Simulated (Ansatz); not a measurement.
**As in Ansatz: the effect of functional**

As:

```
As
1.0
     2.72159    0.00000    0.00000
     0.00000    2.72159    0.00000
     0.00000    0.00000    2.72159
As
1
Direct
  0.50000 0.50000 0.50000
```

This isn't the form of As at room conditions, which is rhombohedral.

The cell isn't the ideal one: volume scaled by 1.02.

Alike in all runs:

- Program: Ansatz 0.2.0
- Task: single point
- Potentials or basis: Ansatz PAW
- k mesh: 10 × 10 × 10
- Occupations: fermi-dirac, width 0.05 eV
- Spin: no spin polarisation

Problem. One run gave: pressure -3.2 GPa. Which functional did it use?
A. PBEsol
B. r2SCAN
C. LDA

Solution. A.

```csv
functional,cutoff,pressure (GPa)
LDA,420 eV (not typed: the program's choice for these potentials),-4.7
PBEsol,420 eV (not typed: the program's choice for these potentials),-3.2
r2SCAN,500 eV (not typed: the program's choice for these potentials),-1.8
```

Caveats: the PAW data sets come from PBE, with cores solved anew for the run's functional, which leaves a small shift of forces and pressure.
